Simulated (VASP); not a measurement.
# LiCl (Fm-3m) in VASP: settings compared

One crystal, LiCl, is run at these levels: r2SCAN-EpsX, LDA, PBE, PBEsol; tasks: band structure.

Everything below comes from runs of VASP 6.6.1. Logs are shortened: lines on timing, memory, paths and dates and some standing lists are left out, and cuts for length are marked.

## 1. The structure

The structure is cubic, space group Fm-3m (No. 225). The conventional cell has a = 5.130 Å, b = 5.130 Å, c = 5.130 Å, α = 90.00°, β = 90.00°, γ = 90.00°. Cl (site symmetry m-3m) is surrounded by 6 Li at 2.56 Å. Li (site symmetry m-3m) has 6 Cl at 2.56 Å as nearest neighbours.

## 2. Band structure, r2SCAN-EpsX

The input, POSCAR:

```
LiCl
1.0
    0.0000000000      2.5647700000      2.5647700000
    2.5647700000      0.0000000000      2.5647700000
    2.5647700000      2.5647700000      0.0000000000
Cl Li
1 1
Direct
    0.5000000000      0.5000000000      0.5000000000
    0.0000000000      0.0000000000      0.0000000000
```

The input, INCAR.step1:

```
SYSTEM = LiCl
PREC = Accurate
ENCUT = 520
EDIFF = 1E-8
ISMEAR = 0
SIGMA = 0.02
LREAL = .False.
LASPH = .True.
NELM = 60
ALGO = Normal
ISIF = 2
LWAVE = .False.
LCHARG = .False.
GGA = PE
LEPSILON = .True.
KPAR = 4
```

The input, KPOINTS.step1:

```
Automatic mesh
0
G
  10 10 10
  0 0 0
```

The input, INCAR.step2:

```
SYSTEM = LiCl
PREC = Accurate
ENCUT = 520
EDIFF = 1E-5
ISMEAR = 0
SIGMA = 0.02
LREAL = .False.
LASPH = .True.
NELM = 60
ALGO = Normal
ISIF = 2
LWAVE = .True.
LCHARG = .False.
GGA = PE
KPAR = 4
```

The input, KPOINTS.step2:

```
Automatic mesh
0
Gamma
  6 6 6
  0 0 0
```

The input, INCAR.step3:

```
SYSTEM = LiCl
PREC = Accurate
ENCUT = 520
EDIFF = 1E-7
ISMEAR = 0
SIGMA = 0.02
LREAL = .False.
LASPH = .True.
NELM = 60
ALGO = Normal
ISIF = 2
LWAVE = .False.
LCHARG = .False.
METAGGA = R2SCAN
LHFCALC = .True.
AEXX = 0.3367
LMIXTAU = .True.
PRECFOCK = Fast
HFRCUT = -1
ISTART = 1
KPAR = 4
```

The input, KPOINTS.step3:

```
Automatic mesh
0
Gamma
  6 6 6
  0 0 0
```

The input, KPOINTS_OPT:

```
path GXWKGLUWLK,UX
8
line-mode
reciprocal
 0.0000000000  0.0000000000  0.0000000000  G
 0.5000000000  0.0000000000  0.5000000000  X

 0.5000000000  0.0000000000  0.5000000000  X
 0.5000000000  0.2500000000  0.7500000000  W

 0.5000000000  0.2500000000  0.7500000000  W
 0.3750000000  0.3750000000  0.7500000000  K

 0.3750000000  0.3750000000  0.7500000000  K
 0.0000000000  0.0000000000  0.0000000000  G

 0.0000000000  0.0000000000  0.0000000000  G
 0.5000000000  0.5000000000  0.5000000000  L

 0.5000000000  0.5000000000  0.5000000000  L
 0.6250000000  0.2500000000  0.6250000000  U

 0.6250000000  0.2500000000  0.6250000000  U
 0.5000000000  0.2500000000  0.7500000000  W

 0.5000000000  0.2500000000  0.7500000000  W
 0.5000000000  0.5000000000  0.5000000000  L

 0.5000000000  0.5000000000  0.5000000000  L
 0.3750000000  0.3750000000  0.7500000000  K

 0.6250000000  0.2500000000  0.6250000000  U
 0.5000000000  0.0000000000  0.5000000000  X
```

Potentials or basis: VASP PAW PBE potentials, release 64 (Cl, Li_sv).

Started as:

```console
cat potpaw_PBE.64/Cl/POTCAR potpaw_PBE.64/Li_sv/POTCAR > POTCAR
cp INCAR.step1 INCAR
cp KPOINTS.step1 KPOINTS
mpirun -np 4 vasp_std > vasp.out
cp INCAR.step2 INCAR
cp KPOINTS.step2 KPOINTS
mpirun -np 4 vasp_std > vasp.out
cp INCAR.step3 INCAR
cp KPOINTS.step3 KPOINTS
mpirun -np 4 vasp_std > vasp.out
```

OUTCAR:

```text
SYSTEM = LiCl
   PREC = Accurate
   ENCUT = 520
   EDIFF = 1E-7
   ISMEAR = 0
   LREAL = .False.
   LASPH = .True.
   NELM = 60
   ISIF = 2
   METAGGA = R2SCAN
   LHFCALC = .True.
   AEXX = 0.3367
   PRECFOCK = Fast
   ISTART = 1

 ion  position               nearest neighbor table
   1  0.500  0.500  0.500-   2 2.56   2 2.56   2 2.56   2 2.56   2 2.56   2 2.56
   2  0.000  0.000  0.000-   1 2.56   1 2.56   1 2.56   1 2.56   1 2.56   1 2.56

  LATTYP: Found a face centered cubic cell.
 ALAT       =     5.1295400000

  Lattice vectors:

 A1 = (   0.0000000000,   2.5647700000,   2.5647700000)
 A2 = (   2.5647700000,   0.0000000000,   2.5647700000)
 A3 = (   2.5647700000,   2.5647700000,   0.0000000000)

Analysis of symmetry for initial positions (statically):
=====================================================================
 Subroutine PRICEL returns:
 Original cell was already a primitive cell.

 Routine SETGRP: Setting up the symmetry group for a
 face centered cubic supercell.

 Subroutine GETGRP returns: Found 48 space group operations
 (whereof 48 operations were pure point group operations)
 out of a pool of 48 trial point group operations.

The static configuration has the point symmetry O_h .

Analysis of symmetry for dynamics (positions and initial velocities):
=====================================================================
 Subroutine PRICEL returns:
 Original cell was already a primitive cell.

 Routine SETGRP: Setting up the symmetry group for a
 face centered cubic supercell.

 Subroutine GETGRP returns: Found 48 space group operations
 (whereof 48 operations were pure point group operations)
 out of a pool of 48 trial point group operations.

The dynamic configuration has the point symmetry O_h .

 Subroutine INISYM returns: Found 48 space group operations
 (whereof 48 operations are pure point group operations),
 and found     1 'primitive' translations

----------------------------------------------------------------------------------------

                                     Primitive cell

  volume of cell :      33.7423

  direct lattice vectors                    reciprocal lattice vectors
     0.000000000  2.564770000  2.564770000    -0.194949255  0.194949255  0.194949255
     2.564770000  0.000000000  2.564770000     0.194949255 -0.194949255  0.194949255
     2.564770000  2.564770000  0.000000000     0.194949255  0.194949255 -0.194949255

  length of vectors
     3.627132518  3.627132518  3.627132518     0.337662014  0.337662014  0.337662014

  position of ions in fractional coordinates (direct lattice)
     0.500000000  0.500000000  0.500000000
     0.000000000  0.000000000  0.000000000

  ion indices of the primitive-cell ions
   primitive index   ion index
                 1           1
                 2           2

----------------------------------------------------------------------------------------

 KPOINTS: Automatic mesh

Automatic generation of k-mesh.
 Grid dimensions read from file:
 generate k-points for:    6    6    6

 Generating k-lattice:

  Cartesian coordinates                     Fractional coordinates (reciprocal lattice)
    -0.032491542  0.032491542  0.032491542     0.166666667  0.000000000  0.000000000
     0.032491542 -0.032491542  0.032491542     0.000000000  0.166666667  0.000000000
     0.032491542  0.032491542 -0.032491542     0.000000000  0.000000000  0.166666667

  Length of vectors
     0.056277002  0.056277002  0.056277002

  Shift w.r.t. Gamma in fractional coordinates (k-lattice)
     0.000000000  0.000000000  0.000000000

 Subroutine IBZKPT returns following result:
 ===========================================

 Found     16 irreducible k-points:

 Following reciprocal coordinates:
            Coordinates               Weight
  0.000000  0.000000  0.000000      1.000000
  0.166667  0.000000  0.000000      8.000000
  0.333333  0.000000  0.000000      8.000000
  0.500000  0.000000  0.000000      4.000000
  0.166667  0.166667  0.000000      6.000000
  0.333333  0.166667  0.000000     24.000000
[... 8 lines left out ...]
 -0.333333  0.333333  0.166667     24.000000
 -0.333333  0.500000  0.166667     12.000000
   k-points           NKPTS =     16   k-points in BZ     NKDIM =    216   number of bands    NBANDS=      9
   number of dos      NEDOS =    301   number of ions     NIONS =      2
   total plane-waves  NPLWV =  21952
   dimension x,y,z NGX =    28 NGY =   28 NGZ =   28
   dimension x,y,z NGXF=    56 NGYF=   56 NGZF=   56
   ions per type =               1   1
   NGX,Y,Z   is equivalent  to a cutoff of  12.83, 12.83, 12.83 a.u.
   NGXF,Y,Z  is equivalent  to a cutoff of  25.67, 25.67, 25.67 a.u.
 SYSTEM =  LiCl
   PREC   = accura    normal or accurate (medium, high low for compatibility)
   ISTART =      1    job   : 0-new  1-cont  2-samecut
   ICHARG =      0    charge: 1-file 2-atom 10-const
   ISPIN  =      1    spin polarized calculation?
   LNONCOLLINEAR =      F non collinear calculations
   LSORBIT =      F    spin-orbit coupling
   LASPH  =      T    aspherical Exc in radial PAW
   ENCUT  =  520.0 eV  38.22 Ry    6.18 a.u.   6.74  6.74  6.74*2*pi/ulx,y,z
   NELM   =     60;   NELMIN=  2; NELMDL=  0     # of ELM steps
   EDIFF  = 0.1E-06   stopping-criterion for ELM
   LREAL  =      F    real-space projection
   EDIFFG = 0.1E-05   stopping-criterion for IOM
   NSW    =      0    number of steps for IOM
   IBRION =     -1    ionic relax: 0-MD 1-quasi-New 2-CG
   NFREE  =      0    steps in history (QN), initial steepest desc. (CG)
   ISIF   =      2    stress and relaxation
   ISYM   =      3    0-nonsym 1-usesym 2-fastsym
   POTIM  = 0.5000    time-step for ionic-motion
   TEBEG  =    0.0;   TEEND  =   0.0 temperature during run
   PSTRESS=    0.0 pullay stress
   NELECT =      10.0000    total number of electrons
   NUPDOWN=      -1.0000    fix difference up-down
   EMIN   =  10.00;   EMAX   =-10.00  energy-range for DOS
   EFERMI =   0.00;   METHOD = LEGACY
   ISMEAR =     0;   SIGMA  =   0.02  broadening in eV -4-tet -1-fermi 0-gaus
   EFERMI_NEDOS =   21; number of points for ismear=-14 and -15
   IALGO  =     38    algorithm
   IMIX   =      1    mixing-type and parameters
     AMIX     =   0.40;   BMIX     =  1.00
     AMIX_MAG =   1.60;   BMIX_MAG =  1.00
  volume/ion in A,a.u.               =      16.87       113.85
  Fermi-wavevector in a.u.,A,eV,Ry     =   1.091482  2.062601 16.209056  1.191332
  Thomas-Fermi vector in A             =   2.227728
   LORBIT       =      0    0 simple, 1 ext, 2 COOP (PROOUT), +10 PAW based schemes
   METAGGA = R2SCAN    functional components
   LHFCALC =     T    Hartree Fock is set to
   PRECFOCK=fast      Normal, Fast or Accurate (Low or Medium for compatibility)
   ENCUT4O =  -1.0   cutoff for four orbital integrals eV
   NKREDX  =     1    reduce k-point grid by
   NKREDY  =     1    reduce k-point grid by
   NKREDZ  =     1    reduce k-point grid by
   AEXX    =    0.3367 exact exchange contribution
   HFSCREEN=    0.0000 screening length (either q_TF or 0.3 A-1)
   HFSCREENC=   0.0000 screening length for correlation (either q_TF or 0.3 A-1)
   ENCUTFOCK=  -1.0 apply spherical cutoff to Coloumb kernel
   IVDW    =     0    specifies the selected vdW correction
   LEPSILON=     F    determine dielectric tensor
   LRPA    =     F    only Hartree local field effects (RPA)
 non-spin polarized calculation
 Gauss-broadening in eV      SIGMA  =   0.02
  energy-cutoff  :      520.00
  volume of cell :       33.74
 maximum number of plane-waves:       934
  NGX = 16; NGY = 16; NGZ = 16

 number of electron      10.0000005 magnetization

 Free energy of the ion-electron system (eV)
  ---------------------------------------------------
  ext. energy  EPLUGINS =         0.00000000
  ---------------------------------------------------
  free energy    TOTEN  =       -12.92819664 eV

  energy without entropy =      -12.92819664  energy(sigma->0) =      -12.92819664

 E-fermi :  -1.2636     XC(G=0):  -6.4926

 val. band max:       -1.4355647131   @ k =   0.0000   0.0000   0.0000
 cond. band min:       8.1902725801   @ k =   0.0000   0.0000   0.0000
 fundamental gap:      9.6258372932
 Fermi energy:        -1.2635675998

 k-point     1 :       0.0000    0.0000    0.0000
  band No.  band energies     occupation
      1     -49.5540      2.00000
      2     -16.8796      2.00000
      3      -1.4356      2.00000
      4      -1.4356      2.00000
      5      -1.4356      2.00000
      6       8.1903      0.00000
      7      13.9245      0.00000
      8      13.9245      0.00000
      9      13.9245      0.00000

 k-point     2 :       0.1667    0.0000    0.0000
  band No.  band energies     occupation
      1     -49.5533      2.00000
      2     -16.7299      2.00000
      3      -2.3865      2.00000
      4      -1.5175      2.00000
      5      -1.5175      2.00000
      6       8.9143      0.00000
      7      12.8886      0.00000
      8      13.6250      0.00000
      9      13.6252      0.00000

 k-point     3 :       0.3333    0.0000    0.0000
  band No.  band energies     occupation
      1     -49.5518      2.00000
      2     -16.4042      2.00000
      3      -3.9458      2.00000
      4      -1.6696      2.00000
      5      -1.6696      2.00000
      6       8.8669      0.00000
      7      12.1095      0.00000
      8      12.1097      0.00000
      9      13.9713      0.00000
[... 133 lines left out ...]
 k-point    15 :      -0.3333    0.3333    0.1667
  band No.  band energies     occupation
      1     -49.5501      2.00000
      2     -16.0269      2.00000
      3      -4.1063      2.00000
      4      -3.3762      2.00000
      5      -2.3241      2.00000
      6      10.8584      0.00000
      7      11.3592      0.00000
      8      13.1457      0.00000
      9      13.2982      0.00000

 k-point    16 :      -0.3333    0.5000    0.1667
  band No.  band energies     occupation
      1     -49.5497      2.00000
      2     -15.9546      2.00000
      3      -4.2820      2.00000
      4      -3.2938      2.00000
      5      -2.6469      2.00000
      6      10.7352      0.00000
      7      11.2075      0.00000
      8      13.6235      0.00000
      9      13.6421      0.00000

------------------------ aborting loop because EDIFF is reached ----------------------------------------

  FORCE on cell =-STRESS in cart. coord.  units (eV):
  Direction    XX          YY          ZZ          XY          YZ          ZX
  --------------------------------------------------------------------------------------
  -------------------------------------------------------------------------------------
  Total       -0.2332316     -0.2332316     -0.2332316      0.0000000      0.0000000     -0.0000000
  in kB      -11.0744659    -11.0744659    -11.0744659      0.0000000      0.0000000     -0.0000000
  external PRESSURE =     -11.0744659 kB  Pullay stress =       0.0000000 kB

 VOLUME and BASIS-vectors are now :
 -----------------------------------------------------------------------------
  energy-cutoff  :      520.00
  volume of cell :       33.74
      direct lattice vectors                 reciprocal lattice vectors
     0.000000000  2.564770000  2.564770000    -0.194949255  0.194949255  0.194949255
     2.564770000  0.000000000  2.564770000     0.194949255 -0.194949255  0.194949255
     2.564770000  2.564770000  0.000000000     0.194949255  0.194949255 -0.194949255

 POSITION                                       TOTAL-FORCE (eV/Angst)
 -----------------------------------------------------------------------------------
      2.56477      2.56477      2.56477         0.000000     -0.000000      0.000000
      0.00000      0.00000      0.00000        -0.000000      0.000000     -0.000000
 -----------------------------------------------------------------------------------
    total drift:                               -0.000000      0.000000     -0.000000

  FREE ENERGIE OF THE ION-ELECTRON SYSTEM (eV)
  ---------------------------------------------------
  free  energy   TOTEN  =       -12.9281966359 eV

  energy  without entropy=      -12.9281966359  energy(sigma->0) =      -12.92819664
```

Run time: 3.8 min. Hardware: 4 MPI ranks of Intel Xeon Platinum 8488C (Sapphire Rapids), shared host; peak memory 0.22 GiB.

What came out:

- Free energy: -12.9282 eV
- Band gap on the k mesh: 9.63 eV, direct
- Band gap along the path: 9.62 eV, direct

Levels at the corners of the path, in eV from the valence-band top:
| point | band 3 | band 4 | band 5 | band 6 | band 7 | band 8 |
| --- | --- | --- | --- | --- | --- | --- |
| Γ | 0.00 | 0.00 | 0.00 | 9.62 | 15.36 | 15.36 |
| X | -3.26 | -1.25 | -1.25 | 11.23 | 11.36 | 16.32 |
| X | -3.26 | -1.25 | -1.25 | 11.23 | 11.36 | 16.32 |
| W | -2.38 | -2.38 | -1.20 | 13.06 | 13.75 | 13.87 |
| W | -2.38 | -2.38 | -1.20 | 13.06 | 13.75 | 13.87 |
| K | -2.79 | -2.01 | -0.94 | 11.37 | 13.36 | 15.11 |
| K | -2.79 | -2.01 | -0.94 | 11.37 | 13.36 | 15.11 |
| Γ | 0.00 | 0.00 | 0.00 | 9.62 | 15.36 | 15.36 |
| Γ | 0.00 | 0.00 | 0.00 | 9.62 | 15.36 | 15.36 |
| L | -3.20 | -0.31 | -0.31 | 9.95 | 12.96 | 12.96 |
| L | -3.20 | -0.31 | -0.31 | 9.95 | 12.96 | 12.96 |
| U | -2.79 | -2.01 | -0.94 | 11.37 | 13.36 | 15.11 |
| U | -2.79 | -2.01 | -0.94 | 11.37 | 13.36 | 15.11 |
| W | -2.38 | -2.38 | -1.20 | 13.06 | 13.75 | 13.87 |
| W | -2.38 | -2.38 | -1.20 | 13.06 | 13.75 | 13.87 |
| L | -3.20 | -0.31 | -0.31 | 9.95 | 12.96 | 12.96 |
| L | -3.20 | -0.31 | -0.31 | 9.95 | 12.96 | 12.96 |
| K | -2.79 | -2.01 | -0.94 | 11.37 | 13.36 | 15.11 |
| U | -2.79 | -2.01 | -0.94 | 11.37 | 13.36 | 15.11 |
| X | -3.26 | -1.25 | -1.25 | 11.23 | 11.36 | 16.32 |

Caveat: the cutoff is under 1.25 times the usual one of these potentials, so pressure, stress and relaxed cells hold a basis-set (Pulay) error; the PAW data sets were made with another functional, which shifts forces and pressure a little.

[end of part 1 of 3]
